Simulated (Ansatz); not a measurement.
AlN (zincblende): gap against strain (xy shear, engineering strain (angle))

AlN (zincblende), relaxed with r2SCAN in the PAW code Ansatz, then strained (xy shear, engineering strain (angle); angles, axes as in the cell below) with the atoms relaxed again within the symmetry that is left. The symmetry is F-43m (No. 216, cubic); a = 4.370 Å in the conventional setting, 10.43 Å³ an atom. Al has 4 N at 1.89 Å; N has 4 Al at 1.89 Å. The values are computed, spin-unpolarised, and not measurements.

```xyz
2
Lattice="0.0000 2.1849 2.1849 2.1849 0.0000 2.1849 2.1849 2.1849 0.0000" Properties=species:S:1:pos:R:3 pbc="T T T"
Al    0.0000    0.0000    0.0000
N     1.0924    1.0924    1.0924
```

Gaps are the least over each mesh (PBE 10×10×10, r2SCAN 10×10×10, HSE06 8×8×8 when unstrained) and the special points, which keep their unstrained names; stress is the change from the unstrained cell, compression positive.

```
strain (%)  gap, PBE (eV)  gap, r2SCAN (eV)  gap, HSE06 (eV)  edges, HSE06  xy stress, r2SCAN (GPa)  energy rise, r2SCAN (meV/atom)
      -1.5          3.256             3.869            4.484         Γ → X                    +2.95                             1.4
     -0.31          3.312             3.928            4.539         Γ → X                    +0.61                             0.1
       0.0          3.325             3.941            4.552         Γ → X                     0.00                             0.0
     +1.54          3.253             3.867            4.481         Γ → X                    -3.03                             1.5
```

The meshes of the hybrids are coarse, so their gaps aren't converged to the digits shown.
